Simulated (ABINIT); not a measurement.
BAs:

```
CELL_PARAMETERS angstrom
0.00000 2.38850 2.38850
2.38850 0.00000 2.38850
2.38850 2.38850 0.00000
ATOMIC_POSITIONS crystal
As 0.75000 0.75000 0.75000
B 0.00000 0.00000 0.00000
```

Base run:

* Program: ABINIT 10.8.3 (patched build)
* Functional: PBEsol
* Potentials or basis: JTH PAW PBE v2.0 sp
* Cutoff: 408 eV
* k mesh: 10 × 10 × 10
* Occupations: fermi-dirac, width 0.05 eV
* Spin: spin-orbit coupling, no magnetisation

Its results: band gap on the k mesh 1.02 eV, indirect (least direct gap 3.07 eV); pressure 0.0 GPa.

Problem. After a change of settings the same cell gave: band gap on the k mesh 1.06 eV, indirect (least direct gap 3.04 eV); pressure -4.1 GPa. Which change was it?
A. functional from PBEsol to AM05; spin from spin-orbit coupling, no magnetisation to no spin polarisation
B. functional from PBEsol to rPW86PBE; spin from spin-orbit coupling, no magnetisation to no spin polarisation
C. functional from PBEsol to WC; spin from spin-orbit coupling, no magnetisation to no spin polarisation
D. functional from PBEsol to LDA; potentials or basis from JTH PAW PBE v2.0 sp to JTH PAW LDA v2.0; valence electrons from 8 to 18

Solution. D.

Caveats: the PAW data sets were made with another functional, which shifts forces and pressure a little (some runs); this set keeps more shells in the core, which shifts pressures and gaps (some runs).

Runs at the PBE level aren't shown here.
